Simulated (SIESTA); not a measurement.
Runs of SIESTA 5.4.2 on TiO2. The structure is tetragonal, space group P4_2/mnm (No. 136). Conventional cell: a = 4.600 Å, b = 4.600 Å, c = 2.959 Å, α = 90.00°, β = 90.00°, γ = 90.00°. Ti (site symmetry mmm) is surrounded by 6 O at 1.95 to 1.98 Å. O (site symmetry m2m) has 3 Ti at 1.95 to 1.98 Å as nearest neighbours. The cell is a database's computed one.

| task | level | potentials or basis | cell | k mesh | force tolerance | gap on the mesh (eV) | pressure (GPa) | largest force (eV/Å) |
| --- | --- | --- | --- | --- | --- | --- | --- | --- |
| band structure | BLYP | PseudoDojo 0.4 standard (PBE files), DZP (energy shift 0.003 Ry; two zetas on semicore shells) | as given | 6 × 6 × 9 | - | (c) | 13.9 | 0.15 |
| band structure | PBE | PseudoDojo 0.4 standard (PBE files), SZ (energy shift 0.003 Ry) | as given | 6 × 6 × 9 | - | 1.35 | -0.1 | 0.11 |
| band structure | LDA | PseudoDojo 0.4 standard (LDA files), DZP (energy shift 0.003 Ry; two zetas on semicore shells) | as given | 6 × 6 × 9 | - | (a) | -5.3 | (b) |
| relaxation of cell and atoms | RPBE | PseudoDojo 0.4 standard (PBE files), DZP (energy shift 0.003 Ry; two zetas on semicore shells) | relaxed | 4 × 4 × 6 | 0.01 eV/Å | 1.71 | 0.0 | - |

Alike in all rows: no spin polarisation; smearing fermi-dirac 0.05 eV; grid cutoff 800 Ry; energy shift 0.003 Ry.

**Question.** Estimate the missing entries.

**Answer.** (a) 1.68; (b) 0.06; (c) 1.76.

Caveats: the basis of atomic orbitals isn't converged, which shifts pressures, moduli and gaps; the potentials were made for another functional, which shifts forces and pressure (some runs); the basis has no polarisation orbitals (some runs).

A k mesh can miss the band edges.
